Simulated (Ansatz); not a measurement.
**InP: tetragonal deformation path**

The calculation used DFT PBEsol, scalar-relativistic, plane waves, PAW in Ansatz. Cutoff 420 eV, Γ-centred 6×6×6 k-points, Gaussian smearing of 0.15 eV. The mesh is coarse. No spin polarisation. Energies are free energies at this smearing, counted from the undisturbed cell; pressure is positive in compression.

Reference structure (as given, not relaxed at this level; it stands at -8.0 GPa; this rock-salt form isn't the usual structure):

```
CELL_PARAMETERS angstrom
0.00000 2.85500 2.85500
2.85500 0.00000 2.85500
2.85500 2.85500 0.00000
ATOMIC_POSITIONS crystal
In 0.00000 0.00000 0.00000
P 0.50000 0.50000 0.50000
```

At fixed volume and fractional coordinates, lengths along (0.000, 0.000, 1.000) are scaled against those across it; ρ is that ratio over its starting value. The cell is metallic on the mesh throughout.

```tsv
ρ	ΔE (meV/atom)	pressure (GPa)
0.650	1149.0	19.3
0.707	652.5	9.1
0.780	?	?
0.850	115.5	-4.8
0.920	?	?
0.960	?	?
1.000	0.0	-8.0
1.050	6.8	-7.7
1.100	22.8	-7.2
1.200	66.6	-5.1
1.300	136.7	-1.8
1.414	?	?
1.500	337.8	7.3
```

(1) Give the withheld values.

Answers

(1) ΔE (meV/atom) at ρ = 0.780: 280.1; pressure (GPa) at ρ = 0.780: -0.2; ΔE (meV/atom) at ρ = 0.920: 30.3; pressure (GPa) at ρ = 0.920: -7.0; ΔE (meV/atom) at ρ = 0.960: 6.5; pressure (GPa) at ρ = 0.960: -7.8; ΔE (meV/atom) at ρ = 1.414: 242.7; pressure (GPa) at ρ = 1.414: 2.9.

Cost: 13 runs of about 0.55 core-minutes in all, on AMD EPYC (Zen 3) (shared hosts).